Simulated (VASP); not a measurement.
VASP 6.6.1 run: ZnSe

INCAR

```
NSW = 0
IVDW = 10
SIGMA = 0.02
NELM = 120
NBANDS = 16
PREC = Accurate
ISMEAR = -1
ISIF = 2
EDIFF = 1E-7
LWAVE = .FALSE.
LCHARG = .FALSE.
GGA = PE
IBRION = -1
ENCUT = 520
LASPH = .TRUE.
LREAL = .FALSE.
```

KPOINTS

```
KPOINTS created by Atomic Simulation Environment
0
Gamma
8 8 8
0 0 0
```

POSCAR

```
Zn Se
 1.0000000000000000
     0.0000000000000000    2.9457175117999999    2.6936900735000000
     2.9457175117999999    0.0000000000000000    2.6936900735000000
     2.9457175117999999    2.9457175117999999    0.0000000000000000
 Zn  Se
   1   1
Cartesian
  0.0000000000000000  0.0000000000000000  0.0000000000000000
  1.4728587558999999  1.4728587558999999  1.3468450367500002
```

The recommended PBE PAW datasets give the neutral cell 18 valence electrons.

Command

```
mpirun -np 1 vasp_std
```

Problem. How does this run end, and what does it give?

Solution. It converged. Results: gap between bands v and c on the k mesh 0.98 eV; least direct gap on the k mesh 0.98 eV; pressure -2.2 GPa. Band v is the last that the valence electrons fill when counted band by band, and c is the next.

OSZICAR

```
N       E                     dE             d eps       ncg     rms          rms(c)
DAV:   1     0.849719889276E+02    0.84972E+02   -0.86511E+03  1888   0.127E+03
DAV:   2    -0.860474055210E+00   -0.85832E+02   -0.80411E+02  2152   0.248E+02
DAV:   3    -0.625778640397E+01   -0.53973E+01   -0.53766E+01  2280   0.606E+01
DAV:   4    -0.630145344718E+01   -0.43667E-01   -0.43663E-01  2328   0.583E+00
DAV:   5    -0.630166333735E+01   -0.20989E-03   -0.20989E-03  2392   0.365E-01    0.450E+00
DAV:   6    -0.602644465638E+01    0.27522E+00   -0.53742E-01  2712   0.234E+01    0.346E+00
DAV:   7    -0.600761878190E+01    0.18826E-01   -0.15205E-01  2184   0.344E+00    0.148E+00
DAV:   8    -0.600738398817E+01    0.23479E-03   -0.43286E-03  2544   0.632E-01    0.441E-01
DAV:   9    -0.600762090578E+01   -0.23692E-03   -0.10866E-03  2264   0.251E-01    0.678E-02
DAV:  10    -0.600771624784E+01   -0.95342E-04   -0.15376E-04  2432   0.980E-02    0.179E-02
DAV:  11    -0.600771826881E+01   -0.20210E-05   -0.27257E-05  2144   0.404E-02    0.480E-03
DAV:  12    -0.600771933166E+01   -0.10628E-05   -0.33759E-06  2472   0.118E-02    0.319E-03
DAV:  13    -0.600771940934E+01   -0.77682E-07   -0.58703E-07  2264   0.602E-03
   1 F= -.64510697E+01 E0= -.64510697E+01  d E =-.177931E-10
```

For comparison, a separate PBE run of the intended cell, on usual settings and not on those above, gives a gap of 0.98 eV on its mesh and a pressure of 0.5 GPa.
